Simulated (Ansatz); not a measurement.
# CoPtO2 (R-3m) in Ansatz: notebook

Aim: see how the results for CoPtO2 move with the level of theory and the settings. Levels: LDA, r2SCAN. Tasks: band structure, single point, equation of state.

Program: Ansatz 0.2.0. These are calculated values, not measurements. Logs are shortened: lines on timing, memory, paths and dates and some standing lists are left out, and cuts for length are marked.

## Step 1: The crystal as given

The structure is trigonal, space group R-3m (No. 166). Conventional cell: a = 2.825 Å, b = 2.825 Å, c = 17.818 Å, α = 90.00°, β = 90.00°, γ = 120.00°. Pt (site symmetry -3m) is surrounded by 2 O at 2.00 Å. Co (site symmetry -3m) is surrounded by 6 O at 1.90 Å. O (site symmetry 3m) is surrounded by 3 Co at 1.90 Å and 1 Pt at 2.00 Å.

The cell is a database's computed one.

## Step 2: Band structure, LDA, collinear spin, ferromagnetic start

The input, input.yaml:

```yaml
crystal:
  lattice:
    - [1.4122699173, 0.8153744169, 5.9393891094]
    - [-1.4122699173, 0.8153744169, 5.9393891094]
    - [0.0, -1.6307488338, 5.9393891094]
  atoms:
    - { symbol: Pt, position: [0.0, 0.0, 0.0] }
    - { symbol: Co, position: [0.5, 0.5, 0.5], spin: 2.0 }
    - { symbol: O, position: [0.11224403, 0.11224403, 0.11224403] }
    - { symbol: O, position: [0.88775597, 0.88775597, 0.88775597] }
hamiltonian:
  xc: lda
  pseudopotentials: { kind: paw }
magnetization:
  spin_polarized: true
kpoints:
  mp_grid: { grid: [11, 11, 11] }
  band_path:
    path:
      - [[0.0, 0.0, 0.0], [0.5, 0.0, 0.0], [0.5, 0.179230997, -0.179230997]]
      - [[0.820769003, 0.5, 0.179230997], [0.5, 0.5, 0.5], [0.0, 0.0, 0.0], [0.3396154985, 0.0, -0.3396154985]]
      - [[0.6603845015, 0.3396154985, 0.0], [0.5, 0.5, 0.0], [0.6603845015, 0.6603845015, 0.179230997], [0.5, 0.5, 0.5]]
      - [[0.5, 0.0, 0.0], [0.820769003, 0.3396154985, 0.3396154985]]
    npoints: 14
scf:
  occupations: { method: fermi_dirac, width: 0.05 }
  n_extra_bands: 10
output:
  forces: true
  stress: true
  eigenvalues: true
  fatbands: true
```

Potentials or basis: Ansatz PAW.

Started as:

```
ansatz run input.yaml --threads 2 --pin off --max-ram 5632MiB --backend cpu --events-out ev --progress --plain --runs-dir out
```

Output:

```text
Warning: RAYON_NUM_THREADS=2 ignored (pool sized by the plan → 2); use --threads N
basis.fft_grid_basis auto: the FFT boxes are laid along the combinations [[1, 0, -1], [0, 1, -1], [0, 0, 1]] of the cell's own vectors, 2.825, 2.825 and 6.159 Å long. The dense box has 20×20×45 points. Along the cell's own vectors, as sized, it would have 45×45×45, 5.06 times as many. Of the 12 symmetry operations that the crystal satisfies within crystal.symmetry.tolerance (time reversal apart; of a slab, those that keep its plane) the dense box along the cell's own vectors carries 12, and the one as laid loses 8 of those. basis.fft_grid_basis: typed keeps the cell's own vectors: state it where this run's energies or levels are differenced outside the engine with another run's, or held beside a run that keeps those vectors.
scf.n_extra_bands = 10 over 24 filled bands (N_el = 47.0): the run solves 34 bands
Engine: ansatz 0.2.0, aarch64-unknown-linux-gnu
Pseudopotentials: kind: paw
Pseudopotential: Pt, paw, valence charge 18, recommended cutoff 420 eV (normal), Pt.paw.azcp
Pseudopotential: Co, paw, valence charge 17, recommended cutoff 420 eV (normal), Co.paw.azcp
Pseudopotential: O, paw, valence charge 6, recommended cutoff 420 eV (normal), O.paw.azcp
Functional definition: SPW92
  exchange = slater_x
  correlation = pw_c
Crystal: 4 atoms, lattice volume = 41.036 Å³
Basis set: ecut = 420 eV, 805 PW (Γ), FFT grids on a1−a3, a2−a3, a3
Bands: 34, of which v1, the nominal top of the filled ones, is band 24 counted from 1 (23 counted from 0)
Symmetry: 12 space group operations
Space group: R-3m (ITA 166), of the structure as read, at distance tolerance 3.4e-5 Å
Magnetic group: BNS 166.97 (UNI 1327), of the structure as read, at distance tolerance 3.4e-5 Å
k-points: 146 of 1331
Non-local potential: Pt, projectors of the file, l = 0: 3, l = 1: 2, l = 2: 2, l = 3: 1
Non-local potential: Co, projectors of the file, l = 0: 3, l = 1: 2, l = 2: 3, l = 3: 1
Non-local potential: O, projectors of the file, l = 0: 2, l = 1: 2, l = 2: 1
PAW form: soft (Blöchl's): semilocal exchange-correlation on the pseudo side does not see the compensation charge
PAW frozen core: Pt, regenerated for the run's functional, and the local potential with it (the file was generated under x = pbe(κ = 0.804, μ = 0.2195149727645171), c = pbe(β = 0.06672455060314922))
PAW frozen core: Co, regenerated for the run's functional, and the local potential with it (the file was generated under x = pbe(κ = 0.804, μ = 0.2195149727645171), c = pbe(β = 0.06672455060314922))
PAW frozen core: O, regenerated for the run's functional, and the local potential with it (the file was generated under x = pbe(κ = 0.804, μ = 0.2195149727645171), c = pbe(β = 0.06672455060314922))
PAW one-centre angular grid: Pt, 590 points (default); XC on 64 Gauss nodes
[... 26 lines left out ...]
NSCF: frozen V_eff on 130 k-points
SCF converged after 13 iterations
Magnetization: 0.0000 μB (23.5000 up, 23.5000 down)
Absolute magnetization: 0.0000 μB (∫|ρ↑−ρ↓|, with the PAW one-centre terms)
Spin contamination: 0.0000 ħ² per cell (⟨S²⟩ above its minimum at these occupations)
Per-site moments (μB) at R_I (Å): [(5.4246697005457554e-8, 0.8249929496042441), (3.868135675149685e-7, 0.7826291999317879), (-1.4479123908535933e-7, 0.782629199931788), (-1.447912390860792e-7, 0.7826291999317879)]
Free energy (F): -18416.967505 eV
Harris-Foulkes:  -18416.967505 eV  (|F-HF|=1.65e-8)
Internal energy: -18416.962743 eV  (E = F + TS)
E sigma→0 (E₀):  -18416.965124 eV
Entropy (-TS):   -0.004762 eV (-1.191 meV/atom)
Fermi energy:    16.211525 eV
--- Per-component energies (eV) ---
  E_band       = -487.307876
  E_kinetic    = 1435.697112
  E_local      = -5696.722497  (includes V_loc(G=0)·N_el)
  E_nonlocal   = 767.425525
  E_hartree    = 2274.554183
  E_xc         = -560.738169
  E_vxc        = -690.870312  (∫ρ·V_xc dr)
  E_paw        = -10921.508644  (= ΣΔE_a)
  E_vpaw       = -851.943112  (= ΣTr[D̂ρ^β])
  E_aug_tail   = 0.004997  (compensation charges beyond the density's cutoff)
  E_ewald      = -5716.751213
  E_core_change = 1.075963  (= ΣΔE_core)
  E_smearing   = -0.004762  (= −TS)
  E_closure    = 0.000000  (closes the sum)
  Σ components = -18416.967505   (vs F -18416.967505, Δ=0.00e0)
--- Forces (eV/Å), atoms counted from 1 ---
  atom   1  Pt     0.00000000     0.00000000     0.00000000
  atom   2  Co    -0.00000000    -0.00000000     0.00000000
  atom   3  O     -0.00000000    -0.00000000     0.08800235
  atom   4  O     -0.00000000     0.00000000    -0.08800235
  max |Σ_I F_I| component: 1.85e-17 eV/Å
--- Stress (GPa, compression-positive) ---
      -10.724349       0.000000      -0.000000
        0.000000     -10.724349       0.000000
        0.000000       0.000000     -14.933976
  P = ⅓ Tr σ = -12.1276 GPa (-121.276 kbar)
--- Band table (eV; the first three rows and the last of 292) ---
  k-point 0 ↑: bands = ["-82.6431", "-78.6925", "-42.3794", "-42.3794", "-42.3567", "-37.1596", "-36.4064", "-36.4064", "-5.2372", "-3.2333", "6.3964", "9.0658", "9.5659", "9.5659", "11.5340", "12.8301", "12.8301", "13.0090", "13.0090", "14.3275", "14.3275", "14.5837", "14.5837", "14.7544", "18.0164", "18.0164", "18.9251", "21.5579", "25.0141", "27.5628", "31.7894", "33.2739", "33.2739", "34.2678"]
  k-point 1 ↑: bands = ["-82.6418", "-78.6919", "-42.3859", "-42.3809", "-42.3557", "-37.1569", "-36.4295", "-36.4121", "-5.1368", "-3.2246", "6.5212", "9.2785", "9.3077", "9.6115", "11.7671", "12.3163", "12.5480", "12.9064", "13.2312", "14.1778", "14.3549", "14.5848", "14.7686", "14.8084", "17.8271", "17.9350", "19.0556", "22.0563", "25.2416", "27.9746", "31.9346", "32.2998", "33.5711", "33.8330"]
  k-point 2 ↑: bands = ["-82.6384", "-78.6902", "-42.4032", "-42.3850", "-42.3529", "-37.1495", "-36.4914", "-36.4275", "-4.8550", "-3.2050", "6.8538", "8.7879", "9.7343", "9.8316", "11.3300", "12.0330", "12.0363", "12.7227", "13.7111", "13.8029", "14.3397", "14.6252", "14.9942", "15.1539", "17.4417", "17.7354", "19.3104", "23.2283", "25.8676", "29.0098", "30.6884", "31.2105", "32.9343", "34.2901"]
  k-point 145 ↓: bands = ["-82.6418", "-78.6919", "-42.3859", "-42.3809", "-42.3556", "-37.1570", "-36.4295", "-36.4121", "-4.8864", "-3.6220", "8.1478", "8.6061", "9.4931", "9.7507", "10.1591", "11.6496", "11.9864", "12.8824", "13.2185", "14.3795", "14.4670", "15.1945", "15.4895", "15.5433", "17.3587", "17.5183", "20.1213", "21.1227", "25.0878", "27.7704", "31.7680", "33.7026", "33.8802", "34.1278"]
```

Wall time 25 s (2 threads of Arm Neoverse V2, shared host); peak memory 0.55 GiB.

Results:

```yaml
Free_energy: -18416.9675 eV
Pressure: -12.1 GPa
Largest_force: 0.088 eV/Å
Band_gap_on_the_k_mesh: none (metal or under the smearing width)
Net_moment: 0.00 μB per cell
Absolute_moment: 0.00 μB per cell
```

Forces in eV/Å, atoms in the order of the input:
```
Pt   0.000  0.000  0.000
Co   0.000  0.000  0.000
O    0.000  0.000  0.088
O    0.000  0.000 -0.088
```

Levels at the corners of the path, in eV from the Fermi level:
Spin up:
```
point  band 21  band 22  band 23  band 24  band 25  band 26
    Γ    -1.88    -1.63    -1.63    -1.46     1.80     1.80
    L    -1.15    -0.90     0.02     0.97     1.23     1.25
   B1    -1.44    -1.27    -0.88     0.44     0.98     1.52
    B    -1.44    -1.27    -0.88     0.44     0.98     1.52
    Z    -1.81    -0.80    -0.75    -0.75     1.36     1.36
    Γ    -1.88    -1.63    -1.63    -1.46     1.80     1.80
    X    -1.45    -1.28    -0.86     0.41     1.00     1.49
    Q    -1.45    -1.28    -0.86     0.41     1.00     1.49
    F    -1.14    -0.95     0.02     0.11     1.67     2.16
   P1    -1.14    -0.95     0.00     0.23     1.56     1.87
    Z    -1.81    -0.80    -0.75    -0.75     1.36     1.36
    L    -1.15    -0.90     0.02     0.97     1.23     1.25
    P    -1.14    -0.95     0.00     0.23     1.56     1.87
```
Spin down:
| point | band 20 | band 21 | band 22 | band 23 | band 24 | band 25 | band 26 | band 27 |
| --- | --- | --- | --- | --- | --- | --- | --- | --- |
| Γ | -1.88 | -1.88 | -1.63 | -1.63 | -1.46 | 1.80 | 1.80 | 2.71 |
| L | -1.45 | -1.15 | -0.90 | 0.02 | 0.97 | 1.23 | 1.25 | 2.39 |
| B1 | -2.38 | -1.44 | -1.27 | -0.88 | 0.44 | 0.98 | 1.52 | 6.95 |
| B | -2.38 | -1.44 | -1.27 | -0.88 | 0.44 | 0.98 | 1.52 | 6.95 |
| Z | -1.81 | -1.81 | -0.80 | -0.75 | -0.75 | 1.36 | 1.36 | 3.87 |
| Γ | -1.88 | -1.88 | -1.63 | -1.63 | -1.46 | 1.80 | 1.80 | 2.71 |
| X | -2.39 | -1.45 | -1.28 | -0.86 | 0.41 | 1.00 | 1.49 | 7.40 |
| Q | -2.39 | -1.45 | -1.28 | -0.86 | 0.41 | 1.00 | 1.49 | 7.40 |
| F | -1.81 | -1.14 | -0.95 | 0.02 | 0.11 | 1.67 | 2.16 | 2.39 |
| P1 | -1.81 | -1.14 | -0.95 | 0.00 | 0.23 | 1.56 | 1.87 | 2.48 |
| Z | -1.81 | -1.81 | -0.80 | -0.75 | -0.75 | 1.36 | 1.36 | 3.87 |
| L | -1.45 | -1.15 | -0.90 | 0.02 | 0.97 | 1.23 | 1.25 | 2.39 |
| P | -1.81 | -1.14 | -0.95 | 0.00 | 0.23 | 1.56 | 1.87 | 2.48 |

Caveat: the starting moments collapsed, and a magnetic state may lie lower; the pressure holds a Pulay correction of +0.9 GPa for the finite cutoff; spin-orbit coupling is left out, which moves the levels of the heavy elements; semilocal functionals often make such compounds metallic where correlation or magnetic order opens a gap, which also shifts bond lengths; the PAW data sets come from PBE, with cores solved anew for the run's functional, which leaves a small shift of forces and pressure; the starting moments weren't kept. With open d or f shells a metallic result of LDA can be an artefact of self-interaction; +U or a hybrid may open a gap.

## Step 3: Single point, LDA, collinear spin, ferromagnetic start, 9.64 Å³/atom (volume scaled by 0.94)

The input, input.yaml:

```yaml
crystal:
  lattice:
    - [1.3834399927, 0.7987294522, 5.8181430658]
    - [-1.3834399927, 0.7987294522, 5.8181430658]
    - [0.0, -1.5974589044, 5.8181430658]
  atoms:
    - { symbol: Pt, position: [0.0, 0.0, 0.0] }
    - { symbol: Co, position: [0.5, 0.5, 0.5], spin: 2.0 }
    - { symbol: O, position: [0.11224403, 0.11224403, 0.11224403] }
    - { symbol: O, position: [0.88775597, 0.88775597, 0.88775597] }
hamiltonian:
  xc: lda
  pseudopotentials: { kind: paw }
magnetization:
  spin_polarized: true
kpoints:
  mp_grid: { grid: [11, 11, 11] }
scf:
  occupations: { method: fermi_dirac, width: 0.05 }
output:
  forces: true
  stress: true
  eigenvalues: true
```

Potentials or basis: Ansatz PAW.

Started as:

```
ansatz run input.yaml --threads 2 --pin off --max-ram 5632MiB --backend cpu --events-out ev --progress --plain --runs-dir out
```

Output:

```text
Warning: RAYON_NUM_THREADS=2 ignored (pool sized by the plan → 2); use --threads N
basis.fft_grid_basis auto: the FFT boxes are laid along the combinations [[1, 0, -1], [0, 1, -1], [0, 0, 1]] of the cell's own vectors, 2.767, 2.767 and 6.033 Å long. The dense box has 20×20×45 points. Along the cell's own vectors, as sized, it would have 45×45×45, 5.06 times as many. Of the 12 symmetry operations that the crystal satisfies within crystal.symmetry.tolerance (time reversal apart; of a slab, those that keep its plane) the dense box along the cell's own vectors carries 12, and the one as laid loses 8 of those. basis.fft_grid_basis: typed keeps the cell's own vectors: state it where this run's energies or levels are differenced outside the engine with another run's, or held beside a run that keeps those vectors.
Engine: ansatz 0.2.0, aarch64-unknown-linux-gnu
Pseudopotentials: kind: paw
[... 84 lines left out ...]
  k-point 0 ↑: bands = ["-81.3037", "-77.3003", "-40.9953", "-40.9953", "-40.9720", "-35.8669", "-35.0382", "-35.0382", "-4.3760", "-2.1303", "7.2532", "10.0411", "10.5738", "10.5738", "12.7590", "14.1088", "14.1088", "14.2492", "14.2492", "15.6753", "15.6753", "15.9918", "15.9918", "16.1589", "19.7207", "19.7207", "20.8634", "23.0881", "27.0975", "29.2754"]
  k-point 1 ↑: bands = ["-81.3019", "-77.2995", "-41.0037", "-40.9972", "-40.9706", "-35.8633", "-35.0676", "-35.0455", "-4.2646", "-2.1225", "7.3863", "10.2689", "10.3000", "10.6240", "13.0080", "13.5496", "13.7948", "14.1378", "14.4957", "15.5324", "15.7209", "15.9656", "16.1818", "16.2207", "19.5197", "19.6308", "20.9873", "23.6282", "27.3310", "29.7245"]
  k-point 2 ↑: bands = ["-81.2972", "-77.2972", "-41.0264", "-41.0025", "-40.9669", "-35.8538", "-35.1460", "-35.0648", "-3.9511", "-2.1053", "7.7416", "9.7400", "10.7594", "10.8690", "12.4871", "13.2397", "13.2815", "13.9350", "15.0228", "15.1238", "15.7106", "16.0041", "16.4288", "16.5998", "19.1160", "19.4099", "21.2261", "24.8800", "27.9730", "30.8385"]
  k-point 145 ↓: bands = ["-81.3019", "-77.2995", "-41.0037", "-40.9972", "-40.9706", "-35.8635", "-35.0676", "-35.0455", "-3.9704", "-2.6044", "9.1341", "9.6343", "10.4847", "10.7742", "11.2689", "12.8273", "13.1848", "14.1072", "14.4801", "15.7291", "15.8261", "16.6630", "17.0011", "17.0306", "18.9957", "19.1572", "22.0040", "22.8182", "26.8043", "29.8727"]
```

It took 14 s on 2 threads of Arm Neoverse V2, shared host; peak memory 0.52 GiB.

What came out:

```yaml
Free_energy: -18417.0275 eV
Pressure: 5.4 GPa
Largest_force: 0.031 eV/Å
Band_gap_on_the_k_mesh: none (metal or under the smearing width)
Net_moment: 0.00 μB per cell
Absolute_moment: 0.00 μB per cell
```

Caveat: the starting moments collapsed, and a magnetic state may lie lower; the pressure holds a Pulay correction of +1.0 GPa for the finite cutoff; semilocal functionals often make such compounds metallic where correlation or magnetic order opens a gap, which also shifts bond lengths; the PAW data sets come from PBE, with cores solved anew for the run's functional, which leaves a small shift of forces and pressure; the starting moments weren't kept.

## Step 4: Single point, LDA, collinear spin, ferromagnetic start, 9.85 Å³/atom (volume scaled by 0.96)

Edit input.yaml of step 3 so:

```diff
@@ -2,5 +2,5 @@
   lattice:
-    - [1.3834399927, 0.7987294522, 5.8181430658]
-    - [-1.3834399927, 0.7987294522, 5.8181430658]
-    - [0.0, -1.5974589044, 5.8181430658]
+    - [1.3931828489, 0.8043544928, 5.8591172543]
+    - [-1.3931828489, 0.8043544928, 5.8591172543]
+    - [0.0, -1.6087089856, 5.8591172543]
   atoms:
```

Started as:

```
ansatz run input.yaml --threads 2 --pin off --max-ram 5632MiB --backend cpu --events-out ev --progress --plain --runs-dir out
```

It took 16 s on 2 threads of Arm Neoverse V2, shared host; peak memory 0.52 GiB.

The run converged. Its results:

```yaml
Free_energy: -18417.0379 eV
Pressure: -1.2 GPa
Largest_force: 0.010 eV/Å
Band_gap_on_the_k_mesh: none (metal or under the smearing width)
Net_moment: 0.00 μB per cell
Absolute_moment: 0.00 μB per cell
```

Caveat: the starting moments collapsed, and a magnetic state may lie lower; the pressure holds a Pulay correction of +1.0 GPa for the finite cutoff; semilocal functionals often make such compounds metallic where correlation or magnetic order opens a gap, which also shifts bond lengths; the PAW data sets come from PBE, with cores solved anew for the run's functional, which leaves a small shift of forces and pressure; the starting moments weren't kept.

## Step 5: Single point, LDA, collinear spin, ferromagnetic start, 10.05 Å³/atom (volume scaled by 0.98)

Edit input.yaml of step 4 so:

```diff
@@ -2,5 +2,5 @@
   lattice:
-    - [1.3931828489, 0.8043544928, 5.8591172543]
-    - [-1.3931828489, 0.8043544928, 5.8591172543]
-    - [0.0, -1.6087089856, 5.8591172543]
+    - [1.4027913101, 0.8099019405, 5.8995262364]
+    - [-1.4027913101, 0.8099019405, 5.8995262364]
+    - [0.0, -1.619803881, 5.8995262364]
   atoms:
```

Started as:

```
ansatz run input.yaml --threads 2 --pin off --max-ram 5632MiB --backend cpu --events-out ev --progress --plain --runs-dir out
```

It took 14 s on 2 threads of Arm Neoverse V2, shared host; peak memory 0.52 GiB.

Results (log left out):

```
Free energy            : -18417.0167 eV
Pressure               : -7.0 GPa
Largest force          : 0.049 eV/Å
Band gap on the k mesh : none (metal or under the smearing width)
Net moment             : 0.00 μB per cell
Absolute moment        : 0.00 μB per cell
```

Caveat: the starting moments collapsed, and a magnetic state may lie lower; the pressure holds a Pulay correction of +1.0 GPa for the finite cutoff; semilocal functionals often make such compounds metallic where correlation or magnetic order opens a gap, which also shifts bond lengths; the PAW data sets come from PBE, with cores solved anew for the run's functional, which leaves a small shift of forces and pressure; the starting moments weren't kept.

## Step 6: Single point, LDA, collinear spin, ferromagnetic start, 10.26 Å³/atom

Edit input.yaml of step 5 so:

```diff
@@ -2,5 +2,5 @@
   lattice:
-    - [1.4027913101, 0.8099019405, 5.8995262364]
-    - [-1.4027913101, 0.8099019405, 5.8995262364]
-    - [0.0, -1.619803881, 5.8995262364]
+    - [1.4122699173, 0.8153744169, 5.9393891094]
+    - [-1.4122699173, 0.8153744169, 5.9393891094]
+    - [0.0, -1.6307488338, 5.9393891094]
   atoms:
@@ -23 +23,5 @@
   eigenvalues: true
+  write_density: true
+  write_potential: true
+  elf: true
+  volumetric_format: npy
```

Potentials or basis: Ansatz PAW.

Started as:

```
ansatz run input.yaml --threads 2 --pin off --max-ram 5632MiB --backend cpu --events-out ev --progress --plain --runs-dir out
```

Run time: 19 s. Hardware: 2 threads of Arm Neoverse V2, shared host; peak memory 0.53 GiB.

It converged, with:

* Free energy: -18416.9675 eV
* Pressure: -12.1 GPa
* Largest force: 0.088 eV/Å
* Band gap on the k mesh: none (metal or under the smearing width)
* Net moment: 0.00 μB per cell
* Absolute moment: 0.00 μB per cell

Caveat: the starting moments collapsed, and a magnetic state may lie lower; the pressure holds a Pulay correction of +0.9 GPa for the finite cutoff; semilocal functionals often make such compounds metallic where correlation or magnetic order opens a gap, which also shifts bond lengths; the PAW data sets come from PBE, with cores solved anew for the run's functional, which leaves a small shift of forces and pressure; the starting moments weren't kept.

## Step 7: Single point, LDA, collinear spin, ferromagnetic start, 10.46 Å³/atom (volume scaled by 1.02)

Edit input.yaml of step 6 so:

```diff
@@ -2,5 +2,5 @@
   lattice:
-    - [1.4122699173, 0.8153744169, 5.9393891094]
-    - [-1.4122699173, 0.8153744169, 5.9393891094]
-    - [0.0, -1.6307488338, 5.9393891094]
+    - [1.4216229708, 0.8207744048, 5.9787239584]
+    - [-1.4216229708, 0.8207744048, 5.9787239584]
+    - [0.0, -1.6415488097, 5.9787239584]
   atoms:
@@ -23,5 +23 @@
   eigenvalues: true
-  write_density: true
-  write_potential: true
-  elf: true
-  volumetric_format: npy
```

Started as:

```
ansatz run input.yaml --threads 2 --pin off --max-ram 5632MiB --backend cpu --events-out ev --progress --plain --runs-dir out
```

Wall time 16 s (2 threads of Arm Neoverse V2, shared host); peak memory 0.53 GiB.

It converged, with:

- Free energy: -18416.8935 eV
- Pressure: -16.7 GPa
- Largest force: 0.125 eV/Å
- Band gap on the k mesh: none (metal or under the smearing width)
- Net moment: 0.00 μB per cell
- Absolute moment: 0.00 μB per cell

Caveat: the starting moments collapsed, and a magnetic state may lie lower; the pressure holds a Pulay correction of +0.9 GPa for the finite cutoff; semilocal functionals often make such compounds metallic where correlation or magnetic order opens a gap, which also shifts bond lengths; the PAW data sets come from PBE, with cores solved anew for the run's functional, which leaves a small shift of forces and pressure; the starting moments weren't kept.

[end of part 1 of 2]
